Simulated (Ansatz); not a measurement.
# Re (P6_3/mmc) in Ansatz: single point with r2SCANh

Aim: the single point of Re with r2SCANh.

Everything below comes from runs of Ansatz 0.2.0. Logs are shortened: lines on timing, memory, paths and dates and some standing lists are left out, and cuts for length are marked.

## 1. Starting point

Symmetry: P6_3/mmc, No. 194, hexagonal system. Conventional cell: a = 2.766 Å, b = 2.766 Å, c = 8.939 Å, α = 90.00°, β = 90.00°, γ = 120.00°. Re (site symmetry -6m2) has 12 Re at 2.75 to 2.77 Å as nearest neighbours. Re (site symmetry -3m) has 12 Re at 2.75 to 2.77 Å as nearest neighbours.

## 2. Single point, r2SCANh

Contents of input.yaml:

```yaml
crystal:
  lattice:
    - [2.7663873939, 0.0, 0.0]
    - [-1.3831936969, 2.3957617598, 0.0]
    - [0.0, 0.0, 8.93884516]
  atoms:
    - { symbol: Re, position: [0.6666666667, 0.3333333333, 0.75] }
    - { symbol: Re, position: [0.0, 0.0, 0.5] }
    - { symbol: Re, position: [0.3333333333, 0.6666666667, 0.25] }
    - { symbol: Re, position: [0.0, 0.0, 0.0] }
hamiltonian:
  xc: r2scanh
  pseudopotentials: { kind: paw }
kpoints:
  mp_grid: { grid: [6, 6, 2] }
scf:
  occupations: { method: fermi_dirac, width: 0.05 }
output:
  forces: true
  stress: true
  eigenvalues: true
```

Potentials or basis: Ansatz PAW.

Started as:

```bash
$ ansatz run input.yaml --threads 2 --pin off --max-ram 5632MiB --backend cpu --events-out ev --progress --plain --runs-dir out
```

Log:

```text
Warning: output.stress: scf.convergence.dr2_threshold = 1e-7 eV (the SCF's general default) is looser than the 4e-10 eV advised for a printed stress (1e-10 eV for each atom of the cell: 4). What an SCF threshold leaves in a stress goes as its square root, and in the free energy as the threshold itself, and one threshold admits the most on a small cell: of the crystals measured, under no hybrid functional and no lock of the moments, on runs that ended without the residual-converged pass, on stresses that held no estimate of that error, the worst erred by over 100 MPa in a component at 1e-7 eV an atom and by under 5 at 1e-10. Set scf.convergence.dr2_threshold to 4e-10 eV or tighter. The threshold is an SCF's pass mark: one that does not reach it within its budget of iterations ends unconverged, or closes short of it on a stop that the run arms, and scf.convergence.dr2_threshold's page says what that costs each kind of run
Warning: output.stress: scf.exx.energy_threshold = 1e-6 eV is looser than the 4e-8 eV advised for a stress under a hybrid functional (1e-8 eV for each atom of the cell: 4). Every SCF of the exchange loop can meet its threshold on dr2 while the loop round them stops early: no threshold on dr2 bounds what that leaves in the stress. Set scf.exx.energy_threshold to 4e-8 eV or tighter. The threshold is the loop's pass mark: a loop that does not reach it within its budget of cycles ends unconverged, and scf.exx.energy_threshold's page has the law
Warning: RAYON_NUM_THREADS=2 ignored (pool sized by the plan → 2); use --threads N
Engine: ansatz 0.2.0, x86_64-unknown-linux-gnu
Pseudopotentials: kind: paw
Pseudopotential: Re, paw, valence charge 15, recommended cutoff 500 eV (meta_gga), Re.paw.azcp
Functional definition: r2SCANh
  parameter a = 0.1
  parameter k0 = 0.174
  parameter k1 = 0.065
  parameter a1 = 4.9479
  exchange = (1 - a)*r2scan_x(k0 = k0, k1 = k1, a1 = a1) + a*exact_x
  correlation = r2scan_c
Crystal: 4 atoms, lattice volume = 59.243 Å³
Basis set: ecut = 500 eV, 1461 PW (Γ), exchange–correlation on 96×96×288 points (64 copies of the dense FFT grid, shifted against one another)
Bands: 36, of which v1, the nominal top of the filled ones, is band 30 counted from 1 (29 counted from 0)
Symmetry: 24 space group operations
Space group: P63/mmc (ITA 194), of the structure as read, at distance tolerance 3.9e-5 Å
k-points: 14 of 72
Non-local potential: Re, projectors of the file, l = 0: 3, l = 1: 2, l = 2: 2, l = 3: 1
PAW form: soft (Blöchl's): semilocal exchange-correlation on the pseudo side does not see the compensation charge
PAW frozen core: Re, regenerated for the run's functional, and the local potential with it (the file was generated under x = pbe(κ = 0.804, μ = 0.2195149727645171), c = pbe(β = 0.06672455060314922))
PAW one-centre angular grid: Re, 590 points (default); XC on 160 Gauss nodes
Initial density: superposition of atomic densities (neutral atoms: chi_scale 0, normalization atom), corrected by the library's trained network
Initial wavefunctions: pseudopotential atomic-orbital guess
Functional: x = r2scan, c = r2scan; τ floored in thin density (d = 2e-4 eV/Å³), warm-up for x = 0.9 r2scan + 0.1 exact, c = r2scan; τ floored in thin density (d = 2e-4 eV/Å³)
SCF iter   1: F=—  HF=-43523.214364 eV  |F-HF|=—  |Δ(HF+E_count)|=         —  Δρ=1.08e-2  dr2=4.33e-2  dr2_τ=3.00e-1  ethr=1.77e-3  ⟨swp⟩=5.1  Hψ=1956  notcnv=0
preconditioner: auto → Kerker (q_TF=auto, 2.734 Å⁻¹)  [metal: Δε(μ)=0.038 eV  Ē_g=5.735 eV  σ=0.050 eV  W_gap=0.19  n_scr=24 (ndim 8)  ℏωp=25.5 eV  f_vac=0.000  D(μ)=2.42/eV (n_scr^D=24)]
SCF iter   2: F=—  HF=-43523.277979 eV  |F-HF|=—  |Δ(HF+E_count)|=   6.36e-2  Δρ=6.21e-3  dr2=9.50e-3  dr2_τ=2.19e-3  ethr=7.22e-5  ⟨swp⟩=3.7  Hψ=1177  notcnv=0  defer=2
SCF iter   3: F=—  HF=-43523.283079 eV  |F-HF|=—  |Δ(HF+E_count)|=   5.10e-3  Δρ=2.25e-3  dr2=1.56e-3  dr2_τ=3.91e-4  ethr=1.58e-5  ⟨swp⟩=3.1  Hψ=1100  notcnv=0
iter 4 solved again at ethr=5.32e-8 eV; its pass at ethr=2.60e-6 eV (dr2=3.19e-5 eV) is discarded
SCF iter   4: F=—  HF=-43523.284157 eV  |F-HF|=—  |Δ(HF+E_count)|=   1.08e-3  Δρ=3.58e-4  dr2=3.50e-5  dr2_τ=4.43e-6  ethr=5.32e-8  ⟨swp⟩=4.1  Hψ=2476  notcnv=0
SCF iter   5: F=—  HF=-43523.284181 eV  |F-HF|=—  |Δ(HF+E_count)|=   2.45e-5  Δρ=5.57e-5  dr2=1.95e-6  dr2_τ=1.30e-6  ethr=5.32e-8  ⟨swp⟩=3.4  Hψ=1159  notcnv=0
SCF iter   6: F=—  HF=-43523.284181 eV  |F-HF|=—  |Δ(HF+E_count)|=   2.29e-7  Δρ=1.41e-5  dr2=6.02e-8  dr2_τ=4.93e-9  ethr=3.24e-9  ⟨swp⟩=4.1  Hψ=1130  notcnv=0
SCF iter   7: F=—  HF=-43523.284181 eV  |F-HF|=—  |Δ(HF+E_count)|=   2.60e-8  Δρ=2.23e-6  dr2=2.52e-9  dr2_τ=2.20e-10  ethr=1.00e-10  ⟨swp⟩=3.5  Hψ=1291  notcnv=0
SCF iter   8: F=-43523.284181 eV  HF=-43523.284181 eV  |F-HF|=8.73e-11  |Δ(HF+E_count)|=  8.88e-10  Δρ=4.88e-7  dr2=1.52e-10  dr2_τ=3.36e-11  ethr=4.19e-12  ⟨swp⟩=4.2  Hψ=1209  notcnv=0
SCF 1 converged in 8 iterations: F = -43523.284181 eV  dr2 = 1.52e-10
Initial density: handed on by an earlier stage of this run
Initial wavefunctions: those handed on with the density
Functional: x = 0.9 r2scan + 0.1 exact, c = r2scan; τ floored in thin density (d = 2e-4 eV/Å³)
Frozen-core exchange: fock
iter 1 solved again at ethr=1.59e-5 eV; its pass at ethr=1.00e-1 eV (dr2=9.54e-3 eV) is discarded
SCF iter   1: F=—  HF=-43516.510267 eV  |F-HF|=—  |Δ(HF+E_count)|=         —  Δρ=4.71e-3  dr2=1.23e-2  dr2_τ=4.34e-3  ethr=1.59e-5  ⟨swp⟩=4.5  Hψ=2359  notcnv=0
preconditioner: auto → Kerker (q_TF=auto, 2.734 Å⁻¹)  [metal: Δε(μ)=0.057 eV  Ē_g=6.374 eV  σ=0.050 eV  W_gap=0.27  n_scr=24 (ndim 8)  ℏωp=25.5 eV  f_vac=0.000  D(μ)=1.79/eV (n_scr^D=6)]
SCF iter   2: F=—  HF=-43516.506291 eV  |F-HF|=—  |Δ(HF+E_count)|=   3.98e-3  Δρ=2.56e-3  dr2=3.81e-3  dr2_τ=1.23e-4  ethr=1.59e-5  ⟨swp⟩=2.0  Hψ=932  notcnv=0
SCF iter   3: F=—  HF=-43516.504897 eV  |F-HF|=—  |Δ(HF+E_count)|=   1.39e-3  Δρ=2.97e-4  dr2=1.68e-4  dr2_τ=4.77e-5  ethr=6.09e-6  ⟨swp⟩=3.0  Hψ=1394  notcnv=0
SCF iter   4: F=—  HF=-43516.504910 eV  |F-HF|=—  |Δ(HF+E_count)|=   1.28e-5  Δρ=1.09e-4  dr2=1.55e-4  dr2_τ=4.08e-6  ethr=3.99e-8  ⟨swp⟩=3.6  Hψ=1311  notcnv=0
SCF iter   5: F=—  HF=-43516.506406 eV  |F-HF|=—  |Δ(HF+E_count)|=   1.50e-3  Δρ=3.22e-4  dr2=8.36e-5  dr2_τ=5.81e-6  ethr=1.78e-8  ⟨swp⟩=5.4  Hψ=1624  notcnv=0
SCF iter   6: F=—  HF=-43516.506390 eV  |F-HF|=—  |Δ(HF+E_count)|=   1.60e-5  Δρ=4.62e-5  dr2=2.87e-5  dr2_τ=2.11e-7  ethr=1.78e-8  ⟨swp⟩=3.9  Hψ=1406  notcnv=0
SCF iter   7: F=—  HF=-43516.506522 eV  |F-HF|=—  |Δ(HF+E_count)|=   1.32e-4  Δρ=2.02e-4  dr2=4.00e-5  dr2_τ=1.95e-6  ethr=1.42e-9  ⟨swp⟩=5.3  Hψ=1734  notcnv=0
SCF iter   8: F=—  HF=-43516.506516 eV  |F-HF|=—  |Δ(HF+E_count)|=   5.80e-6  Δρ=5.50e-5  dr2=6.91e-6  dr2_τ=1.15e-6  ethr=1.42e-9  ⟨swp⟩=4.9  Hψ=1589  notcnv=0
SCF iter   9: F=—  HF=-43516.506516 eV  |F-HF|=—  |Δ(HF+E_count)|=   3.49e-7  Δρ=1.01e-5  dr2=4.97e-6  dr2_τ=5.08e-8  ethr=1.42e-9  ⟨swp⟩=3.4  Hψ=1312  notcnv=0
Mixer restart at iter 9: flushing history
SCF iter  10: F=—  HF=-43516.506533 eV  |F-HF|=—  |Δ(HF+E_count)|=   1.68e-5  Δρ=7.57e-5  dr2=3.81e-6  dr2_τ=2.27e-7  ethr=1.69e-10  ⟨swp⟩=5.5  Hψ=1769  notcnv=0
SCF iter  11: F=-43516.506535 eV  HF=-43516.506535 eV  |F-HF|=4.72e-7  |Δ(HF+E_count)|=   2.89e-6  Δρ=3.97e-5  dr2=1.72e-6  dr2_τ=1.09e-7  ethr=1.69e-10  ⟨swp⟩=4.8  Hψ=1601  notcnv=0
SCF 2 stopped early in 11 iterations: F = -43516.506535 eV  dr2 = 1.72e-6
hybrid outer 1: dexx = +2.300e-3 eV, tail = 4.69e-6 eV
Frozen-core exchange: fock
SCF iter   1: F=—  HF=-43516.506496 eV  |F-HF|=—  |Δ(HF+E_count)|=         —  Δρ=4.08e-5  dr2=3.65e-6  dr2_τ=1.93e-7  ethr=3.91e-8  ⟨swp⟩=3.1  Hψ=1033  notcnv=0
preconditioner: auto → Kerker (q_TF=auto, 2.734 Å⁻¹)  [metal: Δε(μ)=0.091 eV  Ē_g=6.356 eV  σ=0.050 eV  W_gap=0.40  n_scr=24 (ndim 8)  ℏωp=25.5 eV  f_vac=0.000  D(μ)=1.44/eV (n_scr^D=4)]
SCF iter   2: F=—  HF=-43516.506564 eV  |F-HF|=—  |Δ(HF+E_count)|=   6.75e-5  Δρ=2.59e-5  dr2=1.26e-6  dr2_τ=8.75e-8  ethr=2.00e-9  ⟨swp⟩=3.6  Hψ=1051  notcnv=0
SCF iter   3: F=—  HF=-43516.506566 eV  |F-HF|=—  |Δ(HF+E_count)|=   1.76e-6  Δρ=1.46e-5  dr2=4.39e-7  dr2_τ=1.50e-8  ethr=4.05e-10  ⟨swp⟩=3.4  Hψ=1081  notcnv=0
SCF iter   4: F=—  HF=-43516.506567 eV  |F-HF|=—  |Δ(HF+E_count)|=   9.36e-7  Δρ=1.15e-5  dr2=2.95e-7  dr2_τ=4.69e-9  ethr=1.64e-10  ⟨swp⟩=3.6  Hψ=1215  notcnv=0
SCF iter   5: F=—  HF=-43516.506567 eV  |F-HF|=—  |Δ(HF+E_count)|=   6.48e-7  Δρ=6.74e-6  dr2=3.29e-8  dr2_τ=6.09e-9  ethr=1.64e-10  ⟨swp⟩=4.6  Hψ=1435  notcnv=0
SCF iter   6: F=-43516.506567 eV  HF=-43516.506567 eV  |F-HF|=3.67e-9  |Δ(HF+E_count)|=   1.28e-8  Δρ=2.25e-6  dr2=5.21e-9  dr2_τ=8.13e-10  ethr=4.77e-11  ⟨swp⟩=3.6  Hψ=1136  notcnv=0
SCF 3 converged in 6 iterations: F = -43516.506567 eV  dr2 = 5.21e-9
  Residual-converged pass: ⟨swp⟩=3.0  Hψ=1235  notcnv=0  max |occ|·‖R‖ = 2.4e-6 eV (tolerance 2.4e-6 eV)  dr2=5.44e-9  dr2_τ=9.64e-10  dr2_onsite=9.58e-11  max |Δocc| = 2.1e-12
hybrid outer 2: dexx = +1.336e-5 eV, tail = 3.00e-8 eV, Δε = 7.02e-3 eV (about 5.05e-4 eV left of the loop's levels)
hybrid SCF converged: 2 outer / 17 inner (+8 warm-up), last move |dexx| = 1.34e-5 eV, tail = 3.00e-8 eV
Stability not checked: this state was not tested for a lower state beside it, because the functional holds exact exchange (a hybrid, or Hartree-Fock), whose exchange loop this test does not read (fock_operator; see scf.lower_state_search)
Free energy (F): -43516.506567 eV
Frozen-core exchange: fock
Harris-Foulkes:  -43516.506567 eV  (|F-HF|=3.67e-9)
Internal energy: -43516.495072 eV  (E = F + TS)
E sigma→0 (E₀):  -43516.500820 eV
Entropy (-TS):   -0.011495 eV (-2.874 meV/atom)
Fermi energy:    23.626403 eV
--- Per-component energies (eV) ---
  E_band       = -411.683053
  E_kinetic    = 2162.366883
  E_local      = -3045.012243  (includes V_loc(G=0)·N_el)
  E_nonlocal   = 197.306304
  E_hartree    = 1090.297874
  E_xc         = -1405.266539
  E_vxc        = -1233.353893  (∫ρ·V_xc dr)
  E_exx        = -82.542865  (= α·E_x^exact, valence–valence)
  E_paw        = -34807.062238  (= ΣΔE_a)
  E_vpaw       = -571.381551  (= ΣTr[D̂ρ^β])
  E_aug_tail   = -0.000134  (compensation charges beyond the density's cutoff)
  E_vtau       = 62.881188  (kinetic-family band-sum trace: ∫τ·v_τ [+ j·A + Jᵃ·Aᵃ] dr)
  E_ewald      = -7620.698610
  E_core_change = -5.883504  (= ΣΔE_core)
  E_smearing   = -0.011495  (= −TS)
  E_closure    = 0.000000  (closes the sum)
  Σ components = -43516.506567   (vs F -43516.506567, Δ=-7.28e-12)
--- Forces (eV/Å), atoms counted from 1 ---
  atom   1  Re     0.00000000     0.00000000     0.00000000
  atom   2  Re    -0.00000000    -0.00000000    -0.00000000
  atom   3  Re    -0.00000000    -0.00000000     0.00000000
  atom   4  Re     0.00000000    -0.00000000     0.00000000
  max |Σ_I F_I| component: 4.63e-18 eV/Å
--- Stress (GPa, compression-positive) ---
       -5.394672       0.000000       0.000000
        0.000000      -5.394672       0.000000
        0.000000       0.000000      -8.030034
  P = ⅓ Tr σ = -6.2731 GPa (-62.731 kbar)
--- Band table (eV; the first three rows and the last of 14) ---
  k-point 0: bands = ["-59.7959", "-59.7470", "-59.6925", "-59.6429", "-21.2710", "-20.6352", "-20.5642", "-20.0514", "-20.0514", "-19.9730", "-19.9730", "-19.9390", "-19.9390", "-19.8795", "-19.8587", "-19.8587", "12.6339", "15.1808", "15.1953", "16.1676", "20.6559", "20.7402", "21.3791", "21.3791", "21.4200", "21.4200", "21.6805", "22.1234", "22.1234", "22.2702", "22.2702", "23.9913", "24.5775", "24.5775", "25.5063", "25.5063"]
  k-point 1: bands = ["-59.7770", "-59.7770", "-59.6622", "-59.6622", "-21.0795", "-21.0795", "-20.0954", "-20.0954", "-20.0248", "-20.0248", "-20.0248", "-20.0248", "-19.8863", "-19.8863", "-19.8863", "-19.8863", "13.4169", "13.4169", "16.1376", "16.1376", "21.2045", "21.2045", "21.6068", "21.6068", "21.6068", "21.6068", "21.8787", "21.8787", "21.8787", "21.8787", "22.1427", "22.1427", "25.1864", "25.1864", "25.1864", "25.1864"]
  k-point 2: bands = ["-59.7666", "-59.7253", "-59.6708", "-59.6289", "-21.1560", "-20.6769", "-20.6280", "-20.2974", "-20.1677", "-20.1321", "-20.1167", "-20.0910", "-20.0329", "-19.9992", "-19.9255", "-19.8974", "13.8085", "16.1817", "16.1915", "17.2064", "19.6048", "20.0642", "20.4420", "20.5415", "20.9752", "21.8037", "22.1004", "22.2366", "22.3600", "22.9935", "23.2658", "23.3099", "23.4112", "23.5427", "25.9043", "26.4912"]
  k-point 13: bands = ["-59.6492", "-59.6492", "-59.5946", "-59.5946", "-20.9103", "-20.9103", "-20.8515", "-20.8515", "-20.6444", "-20.6444", "-20.6281", "-20.6281", "-20.2262", "-20.2262", "-20.2076", "-20.2076", "17.9830", "17.9830", "18.6697", "18.6697", "19.1404", "19.1404", "19.4881", "19.4881", "20.9400", "20.9400", "20.9851", "20.9851", "23.7014", "23.7014", "25.0895", "25.0895", "27.3044", "27.3044", "27.6438", "27.6438"]
```

Run time: 25 s. Hardware: 2 threads of Intel Xeon Platinum 8559C (Emerald Rapids), shared host; peak memory 1.2 GiB.

Results:

- Free energy: -43516.5066 eV
- Pressure: -6.3 GPa
- Band gap on the k mesh: none (metal or under the smearing width)

Stress tensor (GPa, compression positive):
```
-5.39  0.00  0.00
 0.00 -5.39  0.00
 0.00  0.00 -8.03
```

Caveat: the k mesh is coarse (spacing up to 0.44 Å⁻¹), so the values aren't converged, least of all with exact exchange; the PAW data sets come from PBE, with cores solved anew for the run's functional, which leaves a small shift of forces and pressure; the thresholds are loose for stress. Spin-orbit coupling is left out, which matters for the levels of Re.
